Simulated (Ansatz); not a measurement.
# GeS (Pnma): a many-body input that goes wrong, and its mend

What is wrong with this input for GeS (Pnma)?

Calculated with Ansatz 0.2.0; G0W0 on PBE, plane waves, PAW.

## (1) Set-up

Symmetry: Pnma, No. 62, orthorhombic system. The conventional cell has a = 10.481 Å, b = 3.646 Å, c = 4.299 Å, α = 90.00°, β = 90.00°, γ = 90.00°. Nearest to Ge lie 3 S at 2.44 to 2.45 Å. Nearest to S lie 3 Ge at 2.44 to 2.45 Å. Farther neighbours and most contacts between anions are not listed.

The cell and positions come from the Crystallography Open Database and are kept as given unless a step says otherwise. The default PAW set here is soft_2. Its files were made with PBE.

## (2) First try

input.yaml reads:

```yaml
crystal:
  lattice:
    - [10.481, 0.0, 0.0]
    - [0.0, 3.646, 0.0]
    - [0.0, 0.0, 4.299]
  atoms:
    - { symbol: Ge, position: [0.1221, 0.25, 0.1277] }
    - { symbol: Ge, position: [0.3779, 0.75, 0.6277] }
    - { symbol: Ge, position: [0.6221, 0.25, 0.3723] }
    - { symbol: Ge, position: [0.8779, 0.75, 0.8723] }
    - { symbol: S, position: [0.8495, 0.25, 0.5023] }
    - { symbol: S, position: [0.6505, 0.75, 0.0023] }
    - { symbol: S, position: [0.3495, 0.25, 0.9977] }
    - { symbol: S, position: [0.1505, 0.75, 0.4977] }
kpoints:
  mp_grid: { grid: [2, 4, 4] }
hamiltonian:
  xc: pbe
scf:
  occupations: { method: fixed }
gw:
  n_empty_bands: 173
  ecut_chi: 2
  qp_bands: [v2, c2]
  qp_kpoints: band_edges
  screening: { model: contour_deformation }
```

Run with:

```bash
ansatz run input.yaml --threads 3 --pin off --max-ram 92160MiB --backend cuda --events-out ev --progress --plain --runs-dir out --devices 1 --max-vram 13GiB
```

Numbers of over 12 decimals in the logs are rounded to 6 here.

Output:

```text
GPUs: using 1 of 1 available (devices: 1).
Engine: ansatz 0.2.0, x86_64-unknown-linux-gnu
Pseudopotentials: kind: paw
Pseudopotential: Ge, paw, valence charge 14, recommended cutoff 420 eV (normal), Ge.paw.azcp
Pseudopotential: S, paw, valence charge 6, recommended cutoff 420 eV (normal), S.paw.azcp
Functional definition: PBE
  parameter kappa = 0.804
  parameter beta = 0.066725
  exchange = pbe_x(kappa = kappa, mu = beta*pi^2/3)
  correlation = pbe_c(beta = beta)
device memory: the entry about to start is reckoned to put 2.4 GiB on a device that reports 38.5 GiB free (of which the cap on the GPU budget leaves the run 13.0 GiB)
GPU FFT provider: cuFFT
GPU libraries: cuBLAS 13.8.2, cuFFT 12.4.0, cuSOLVER 12.3.4
Crystal: 8 atoms, lattice volume = 164.281 Å³
Basis set: ecut = 420 eV, 3225 PW (Γ)
Bands: 48, of which v1, the nominal top of the filled ones, is band 40 counted from 1 (39 counted from 0)
Symmetry: 8 space group operations
Space group: Pnma (ITA 62), of the structure as read, at distance tolerance 5.5e-5 Å
k-points: 18 of 32
Non-local potential: Ge, projectors of the file, l = 0: 2, l = 1: 2, l = 2: 3, l = 3: 1
Non-local potential: S, projectors of the file, l = 0: 2, l = 1: 2, l = 2: 2
PAW form: soft (Blöchl's): semilocal exchange-correlation on the pseudo side does not see the compensation charge
PAW one-centre angular grid: Ge, 590 points (default); XC on 64 Gauss nodes
PAW one-centre angular grid: S, 110 points (default); XC on 64 Gauss nodes
Initial density: superposition of atomic densities (neutral atoms: chi_scale 0, normalization atom), corrected by the library's trained network
Initial wavefunctions: pseudopotential atomic-orbital guess
GPU buffer pool allocated for 54000 grid points (all kernels)
GPU transforms: local potential and band sums: pruned to the plane-wave sphere, on 72×25×30
Functional: x = pbe(κ = 0.804, μ = 0.219515), c = pbe(β = 0.066725)
SCF iter   1: F=—  HF=-20790.263277 eV  |F-HF|=—  |Δ(HF+E_count)|=         —  Δρ=1.66e-3  dr2=7.45e-3  ethr=1.77e-3  ⟨swp⟩=4.9  Hψ=2842  notcnv=0  defer=91
preconditioner: auto → Resta (q_TF=auto, 2.420 Å⁻¹)  ε∞=3.0  [insulator: Δε(μ)=1.106 eV  Ē_g=18.227 eV  n_scr=44 (ndim 8)  ℏωp=25.9 eV  f_vac=0.000  ε∞_Penn≈3.0]
SCF iter   2: F=—  HF=-20790.260384 eV  |F-HF|=—  |Δ(HF+E_count)|=   2.89e-3  Δρ=7.18e-4  dr2=7.38e-4  ethr=9.31e-6  ⟨swp⟩=2.3  Hψ=1306  notcnv=0  defer=103
SCF iter   3: F=—  HF=-20790.260783 eV  |F-HF|=—  |Δ(HF+E_count)|=   3.99e-4  Δρ=2.79e-4  dr2=8.75e-5  ethr=9.22e-7  ⟨swp⟩=2.0  Hψ=1138  notcnv=0  defer=102
SCF iter   4: F=—  HF=-20790.260886 eV  |F-HF|=—  |Δ(HF+E_count)|=   1.03e-4  Δρ=7.21e-5  dr2=6.84e-6  ethr=1.09e-7  ⟨swp⟩=2.0  Hψ=1528  notcnv=0  defer=63
SCF iter   5: F=—  HF=-20790.260887 eV  |F-HF|=—  |Δ(HF+E_count)|=   1.17e-6  Δρ=2.15e-5  dr2=6.51e-7  ethr=8.55e-9  ⟨swp⟩=2.0  Hψ=1528  notcnv=0  defer=65
SCF iter   6: F=-20790.260888 eV  HF=-20790.260888 eV  |F-HF|=8.83e-8  |Δ(HF+E_count)|=   5.79e-7  Δρ=7.03e-6  dr2=5.69e-8  ethr=1.25e-10  ⟨swp⟩=8.8  Hψ=2925  notcnv=0
SCF 1 converged in 6 iterations: F = -20790.260888 eV  dr2 = 5.69e-8
[...]
device memory: the entry about to start is reckoned to put 2.9 GiB (of the 3.0 GiB reckoned in all, the device holds 0.1 GiB already) on a device that reports 38.3 GiB free (of which the cap on the GPU budget leaves the run 12.9 GiB)
NSCF: frozen V_eff on 18 k-points
[...]
device memory: the entry about to start is reckoned to put 4.3 GiB on a device that reports 38.4 GiB free (of which the cap on the GPU budget leaves the run 13.0 GiB)
NSCF: frozen V_eff on 18 k-points
G₀W₀ screening: q 1/18
[... further progress lines ...]
SCF converged after 6 iterations
Free energy (F): -20790.260888 eV
Harris-Foulkes:  -20790.260888 eV  (|F-HF|=8.83e-8)
Internal energy: -20790.260888 eV  (E = F + TS)
E sigma→0 (E₀):  -20790.260888 eV
Fermi energy:    7.566036 eV
--- Per-component energies (eV) ---
  E_band       = -599.351483
  E_kinetic    = 865.504823
  E_local      = -10258.136378  (includes V_loc(G=0)·N_el)
  E_nonlocal   = 1772.341975
  E_hartree    = 4431.875604
  E_xc         = -689.954077
  E_vxc        = -606.282673  (∫ρ·V_xc dr)
  E_paw        = -10461.817642  (= ΣΔE_a)
  E_vpaw       = -1236.530469  (= ΣTr[D̂ρ^β])
  E_aug_tail   = 0.001344  (compensation charges beyond the density's cutoff)
  E_ewald      = -6450.076537
  E_smearing   = -0.000000  (= −TS)
  E_closure    = 0.000000  (closes the sum)
  Σ components = -20790.260888   (vs F -20790.260888, Δ=0.00e0)
--- Band table (eV; the first three rows and the last of 18) ---
  k-point 0: bands = [... 36 lower, 5.9035, 6.7165, 6.7253, 7.5660, 8.6927, 10.1448, 10.3521, 10.6213, ... 4 higher]
  k-point 1: bands = [... 36 lower, 5.9501, 6.5244, 7.3105, 7.4823, 9.0925, 9.4677, 10.0258, 10.3660, ... 4 higher]
  k-point 2: bands = [... 36 lower, 6.6146, 6.6146, 7.3829, 7.3829, 9.3024, 9.3024, 10.1717, 10.1717, ... 4 higher]
  k-point 17: bands = [... 36 lower, 6.1299, 6.1299, 6.1299, 6.1299, 10.4090, 10.4090, 10.4090, 10.4090, ... 4 higher]
--- G₀W₀: contour deformation, 6 samples at zero and on the imaginary axis and 1 off it, 32 q-points, 173 empty bands' worth ---
  eigenvalues of the whole cell's RPA ε∞ on this k-mesh (on a slab, of 1 + 4πα/V) = 12.6797, 13.2098, 17.9980; static W/v taken at q = 0 is 0.070768
  bands read: the sum over 213 bands ends inside a degenerate multiplet in 14 slots, whose members it reads at an even weight; the widest, k=15: bands 213 to 216 (counted from 1) at 1/4 each
  gw.qp_kpoints: band_edges: 13 of 18 stored k-points solved, in 2 passes; an edge of the gap read off the rows below is read off those points alone
    valence top: of the k-points left out ik 7 came nearest to being solved in a further pass, in band 39 (counted from 1, as in the quasiparticle table): it holds the edge there only if its correction is more favourable than any solved in that band by at least 0.707 eV; those differ by 0.600 eV
    conduction bottom: of the k-points left out ik 7 came nearest to being solved in a further pass, in band 42 (counted from 1, as in the quasiparticle table): it holds the edge there only if its correction is more favourable than any solved in that band by at least 0.547 eV; those differ by 0.320 eV
    ik  band        ε_KS         Σx   Σc(E_QP)       V_xc       Z   E_QP_lin       E_QP  E_QP is
     0    39      6.7253   -16.7438     2.1446   -14.5697  0.8541     6.6958     6.6959  root
     0    40      7.5660   -17.0006     1.8831   -15.4705  0.8607     7.9177     7.9190  root
     0    41      8.6927    -8.5104    -2.2020   -12.1730  0.8652    10.1816    10.1534  root
     0    42     10.1448    -7.7734    -2.6041   -11.9632  0.8580    11.7726    11.7304  root
     1    39      7.3105   -16.8323     1.8373   -15.3388  0.8606     7.6530     7.6543  root
     1    40      7.4823   -17.0280     1.7511   -15.5942  0.8625     7.7986     7.7996  root
     1    41      9.0925    -8.4534    -2.3038   -12.3172  0.8637    10.6860    10.6524  root
     1    42      9.4677    -9.1418    -2.2992   -13.1848  0.8644    11.2543    11.2115  root
     2    39      7.3829   -16.3642     1.5677   -15.3674  0.8629     7.9508     7.9538  root
     2    40      7.3829   -16.3642     1.5677   -15.3674  0.8629     7.9508     7.9538  root
     2    41      9.3024    -9.5743    -2.1905   -13.3753  0.8639    10.9480    10.9128  root
     2    42      9.3024    -9.5743    -2.1905   -13.3753  0.8639    10.9480    10.9128  root
     3    39      6.9774   -16.2723     1.9752   -14.5368  0.8570     7.2165     7.2172  root
     3    40      7.2252   -16.7428     1.7847   -15.2478  0.8623     7.5140     7.5149  root
[...]
13    42      9.9420    -9.1250    -2.4561   -13.2951  0.8603    11.7022    11.6560  root
    15    39      6.0847   -15.8776     2.0277   -13.9329  0.8542     6.1676     6.1677  root
    15    40      6.0847   -15.8776     2.0277   -13.9329  0.8542     6.1676     6.1677  root
    15    41      9.4021    -9.1269    -2.3613   -13.0221  0.8622    10.9705    10.9359  root
    15    42      9.4021    -9.1269    -2.3613   -13.0221  0.8622    10.9705    10.9359  root
```

Wall time 35 s (1 × NVIDIA H100 80GB HBM3 (shared by 6 runs) with 3 threads of AMD EPYC 7R13 (Zen 3), shared host); peak memory 1.3 GiB; 69 s of CPU time.

**What went wrong?**

The run ended normally, though the input holds a fault or crude settings.

The fault: screening cutoff of a few eV. Such a cutoff keeps only a few plane waves in the dielectric matrix, so local fields and the Coulomb hole are lost.

It printed a gap of 2.20 eV, which is an artefact of the settings.

## (3) A better input

Now the one-shot GW correction: screening in the RPA, then the self-energy of the levels asked for.

Changes to input.yaml since step 2:

```diff
@@ -21,4 +21,4 @@
 gw:
-  n_empty_bands: 173
-  ecut_chi: 2
+  n_empty_bands: 685
+  ecut_chi: 150
   qp_bands: [v2, c2]
```

Output:

```text
GPUs: using 1 of 1 available (devices: 1).
[...]
GPU FFT provider: cuFFT
GPU libraries: cuBLAS 13.8.2, cuFFT 12.4.0, cuSOLVER 12.3.4
Crystal: 8 atoms, lattice volume = 164.281 Å³
Basis set: ecut = 420 eV, 3225 PW (Γ)
Bands: 48, of which v1, the nominal top of the filled ones, is band 40 counted from 1 (39 counted from 0)
[... 1 set-up line as in the run before ...]
[...]
k-points: 18 of 32
[...]
GPU buffer pool allocated for 54000 grid points (all kernels)
[...]
SCF iter   1: F=—  HF=-20790.263277 eV  |F-HF|=—  |Δ(HF+E_count)|=         —  Δρ=1.66e-3  dr2=7.45e-3  ethr=1.77e-3  ⟨swp⟩=4.9  Hψ=2842  notcnv=0  defer=91
[...]
SCF iter   6: F=-20790.260888 eV  HF=-20790.260888 eV  |F-HF|=8.83e-8  |Δ(HF+E_count)|=   5.79e-7  Δρ=7.03e-6  dr2=5.69e-8  ethr=1.25e-10  ⟨swp⟩=8.8  Hψ=2925  notcnv=0
SCF 1 converged in 6 iterations: F = -20790.260888 eV  dr2 = 5.69e-8
[...]
0    39      6.7253   -16.7438     1.6598   -14.5697  0.7382     6.2054     6.2110  root
     0    40      7.5660   -17.0006     1.0910   -15.4705  0.7476     7.1242     7.1269  root
     0    41      8.6927    -8.5104    -3.6631   -12.1730  0.7742     8.6923     8.6923  root
     0    42     10.1448    -7.7734    -4.1740   -11.9632  0.7652    10.1606    10.1606  root
     1    39      7.3105   -16.8323     1.0591   -15.3388  0.7480     6.8733     6.8761  root
     1    40      7.4823   -17.0280     0.9973   -15.5942  0.7486     7.0431     7.0458  root
     1    41      9.0925    -8.4534    -3.8281   -12.3172  0.7715     9.1281     9.1281  root
     1    42      9.4677    -9.1418    -3.9910   -13.1848  0.7717     9.5198     9.5198  root
[...]
15    39      6.0847   -15.8776     1.4065   -13.9329  0.7419     5.5404     5.5465  root
    15    40      6.0847   -15.8776     1.4065   -13.9329  0.7419     5.5404     5.5465  root
    15    41      9.4021    -9.1269    -3.8625   -13.0221  0.7681     9.4347     9.4347  root
    15    42      9.4021    -9.1269    -3.8625   -13.0221  0.7681     9.4347     9.4347  root
[key lines of the parts left out:]
SCF converged after 6 iterations
Free energy (F): -20790.260888 eV
Fermi energy:    7.566036 eV
```

Wall time 36 s (1 × NVIDIA H100 80GB HBM3 (shared by 6 runs) with 3 threads); peak memory 3.1 GiB; 58 s of CPU time.

Numbers from this step:

| Item | Value |
| --- | --- |
| bands summed | 725 |
| RPA ε∞ on this mesh (eigenvalues) | 11.05, 11.58, 16.02 |
| plane waves in the screening matrix | 695 |
| q-points in the mesh | 32 |
| G0W0 gap on the mesh | 1.565 eV |
| k of the valence top | 0, 0, 0 |
| k of the conduction bottom | 0, 0, 0 |
| starting gap on the mesh | 1.127 eV |
| Z at the valence top | 0.7476 |
| Z at the conduction bottom | 0.7742 |
| least direct G0W0 gap on the computed points | 1.565 eV |

The gap on the mesh goes from 1.13 eV to 1.57 eV, a correction of +0.44 eV. Between the two edge states, bare exchange in place of the xc potential would open the gap by 5.19 eV, and correlation takes back 4.75 eV.

## (4) Results

| Property | Result |
| --- | --- |
| first try | converged after 35 s |
| better run | G0W0 gap on the mesh 1.57 eV (2×4×4 mesh, 685 empty bands, screening to 150 eV) |

What this shows: The second run differs in: empty bands and screening cutoff (eV). Bands and cutoff are finite, so the gap is not at the basis limit. The miss can reach some tenths of an eV and take either sign; the mesh is an error of its own. The 2×4×4 mesh is coarse for this cell (its supercell is 15 Å along the shortest edge). The RPA ε∞ on it, from the PBE start, is 11.05, 11.58 and 16.02; such meshes misread the long-range screening, most where the gap is narrow. The many-body steps are scalar-relativistic: spin-orbit coupling is not in them.

[Paths, hosts, dates, memory and timing lines, banners, echoed tables and standing remarks are left out of the program output.]

[Logs are printed without paths, hosts, clocks, repeated set-up lines and the standing remarks that a program may print on its own settings, such as how far it seeks lower states.]

[Runs of the session that timed out or met a known fault of the program may be left out.]

[Cells called generated may have been cut or substituted from an entry of the Crystallography Open Database or the Materials Project.]

[Hosts, paths, dates, database ids (printed as entryN), source tags and the programs' standing remarks are cut or masked in the printed files.]
